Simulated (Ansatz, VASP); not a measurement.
**Two plane-wave programs on Zn**

```
CELL_PARAMETERS angstrom
-1.61611 1.61611 1.61611
1.61611 -1.61611 1.61611
1.61611 1.61611 -1.61611
ATOMIC_POSITIONS crystal
Zn 0.00000 0.00000 0.00000
```

Change from the starting cell: strain +0.030 along x and y, +0.030 along z, atoms carried along.

Alike in both runs: task single point; functional PBE; k mesh 22 × 22 × 22; occupations gaussian, width 0.15 eV; no spin polarisation.

```csv
,VASP,Ansatz
version,VASP 6.6.1,Ansatz 0.2.0
potentials or method,"VASP PAW PBE potentials, release 64 (Zn)","scalar-relativistic, plane waves, PAW"
plane-wave cutoff (eV),520,420
valence electrons in the cell,12,12
```

Ansatz gave:

- gap on the k mesh at the Fermi level (eV): none
- pressure (GPa): -4.7

Q: Estimate VASP's values.

A: gap on the k mesh at the Fermi level (eV): none; pressure (GPa): -4.5.

A gap of «none» marks a metal or a gap that the smearing closes.
